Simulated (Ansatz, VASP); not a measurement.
# One calculation of KCl, two programs

```
K Cl
1.0
    -0.05191    3.45538    3.45538
     3.45538   -0.05191    3.45538
     3.45538    3.45538   -0.05191
K Cl
1 1
Direct
  0.99820 0.99820 0.99820
  0.25180 0.25180 0.25180
```

Change from the starting cell: shear_111 strain -2.2%.

Alike in both runs: task single point; functional PBE; k mesh 6 × 6 × 6; occupations fermi-dirac, width 0.02 eV; no spin polarisation.

|  | VASP | Ansatz |
| --- | --- | --- |
| version | VASP 6.6.1 | Ansatz 0.2.0 |
| potentials or method | VASP PAW PBE potentials, release 64 (K_sv, Cl) | plane waves, PAW |
| plane-wave cutoff (eV) | 520 | 420 |
| valence electrons in the cell | 16 | 16 |

```tsv
	VASP	Ansatz	Ansatz less VASP
gap on the k mesh at the Fermi level (eV)	4.81	4.81	+0.001
pressure (GPa)	0.6	0.6	-0.01
```

A k mesh can miss the band edges.
